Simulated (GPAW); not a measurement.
GaP: band structure with PBEsol

**The experiment to reproduce.**

“Stacking defects in GaP nanowires: Electronic structure and optical properties”, 2018, arxiv:1810.01194 quotes, for a bulk crystal of GaP at 10 K: band gap 2.34 eV (indirect).

The system is GaP.

```
Ga P
1.0
     0.00000    2.72525    2.72525
     2.72525    0.00000    2.72525
     2.72525    2.72525    0.00000
Ga P
1 1
Direct
  0.00000 0.00000 0.00000
  0.75000 0.75000 0.75000
```

| Property | Result |
| --- | --- |
| Program | GPAW 26.7.0 |
| Task | band structure |
| Functional | PBEsol |
| Potentials or basis | PAW data sets generated in the run's folder for this functional |
| Cutoff | 600 eV |
| Basis | pw |
| k mesh | 6 × 6 × 6 |
| Occupations | fermi-dirac, width 0.05 eV |
| Spin | no spin polarisation |
| Maxiter | 150 |
| Band path | GXWKGLUWLK,UX |
| Band points | 60 |

| Property | Result |
| --- | --- |
| Pressure | 1.6 GPa |
| Band gap on the k mesh | 1.52 eV, indirect (least direct gap 1.81 eV) |
| Band gap along the path | 1.48 eV, indirect (least direct gap 1.81 eV) |

Levels at the corners of the path, in eV from the valence-band top:
| point | band 2 | band 3 | band 4 | band 5 | band 6 | band 7 |
| --- | --- | --- | --- | --- | --- | --- |
| Γ | 0.00 | 0.00 | 0.00 | 1.81 | 3.86 | 3.86 |
| X | -6.77 | -2.70 | -2.70 | 1.52 | 1.74 | 10.58 |
| W | -6.54 | -3.64 | -3.46 | 4.63 | 4.88 | 6.06 |
| K | -6.55 | -3.99 | -2.27 | 2.09 | 4.76 | 8.21 |
| Γ | 0.00 | 0.00 | 0.00 | 1.81 | 3.86 | 3.86 |
| L | -6.66 | -1.12 | -1.12 | 1.63 | 4.67 | 4.67 |
| U | -6.55 | -3.99 | -2.27 | 2.09 | 4.76 | 8.21 |
| W | -6.54 | -3.64 | -3.46 | 4.63 | 4.88 | 6.06 |
| L | -6.66 | -1.12 | -1.12 | 1.63 | 4.67 | 4.67 |
| K | -6.55 | -3.99 | -2.27 | 2.09 | 4.76 | 8.21 |
| U | -6.55 | -3.99 | -2.27 | 2.09 | 4.76 | 8.21 |
| X | -6.77 | -2.70 | -2.70 | 1.52 | 1.74 | 10.58 |

Wall time 25 s on 1 thread of Arm Neoverse V1, with other jobs on the host, peak memory 0.2 GiB.

Measured gap of GaP: 2.34 eV (indirect; 10 K; quoted in “Stacking defects in GaP nanowires: Electronic structure and optical properties”, 2018, arxiv:1810.01194). This calculation gives 1.48 eV (-0.86 eV). Spin-orbit coupling on Ga is left out. The value is that of PBEsol, without temperature or zero-point motion. Semilocal functionals fall short of measured gaps as a rule.
